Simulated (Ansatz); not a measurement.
# KCl: the cost of one run

Computed with Ansatz 0.2.0 (reference: DFT, HSE06, plane waves, PAW, unless a step's input says otherwise).

## Step 1: The system as given

The structure is cubic, space group F-43m (No. 216). Conventional cell: a = 7.015 Å, b = 7.015 Å, c = 7.015 Å, α = 90.00°, β = 90.00°, γ = 90.00°. Around K (site symmetry -43m) lie 4 Cl at 3.04 Å. Cl (site symmetry -43m) is surrounded by 4 K at 3.04 Å.

As a file:

```cif
data_structure
_symmetry_space_group_name_H-M 'F-43m'
_symmetry_Int_Tables_number 216
_cell_length_a 7.0146
_cell_length_b 7.0146
_cell_length_c 7.0146
_cell_angle_alpha 90.000
_cell_angle_beta 90.000
_cell_angle_gamma 90.000
_cell_volume 345.15
loop_
_atom_site_label
_atom_site_type_symbol
_atom_site_symmetry_multiplicity
_atom_site_Wyckoff_symbol
_atom_site_fract_x
_atom_site_fract_y
_atom_site_fract_z
_atom_site_occupancy
K1 K 4 a 0.00000 0.00000 0.00000 1
Cl1 Cl 4 d 0.25000 0.25000 0.75000 1
```

## Step 2: Reference

input.yaml reads:

```yaml
crystal:
  lattice:
    - [0.0, 3.5072828304, 3.5072828304]
    - [3.5072828304, 0.0, 3.5072828304]
    - [3.5072828304, 3.5072828304, 0.0]
  atoms:
    - { symbol: K, position: [0.0, 0.0, 0.0] }
    - { symbol: Cl, position: [0.25, 0.25, 0.25] }
kpoints:
  mp_grid: { grid: [4, 4, 4] }
hamiltonian:
  xc: hse06
scf:
  occupations: { method: fixed }
  n_extra_bands: 4
output:
  forces: true
  stress: true
  eigenvalues: true
  write_density: true
  write_potential: true
  elf: true
  volumetric_format: npy
```

On the command line:

```bash
$ ansatz run input.yaml --threads 4 --pin off --max-ram 3686MiB --backend cpu --events-out ev --progress --plain --runs-dir out
```

**Question.** How long does this run take on 4 threads of Arm Neoverse N1, shared host, and how much memory does it need?

About 11 s, with a peak of 0.86 GiB.
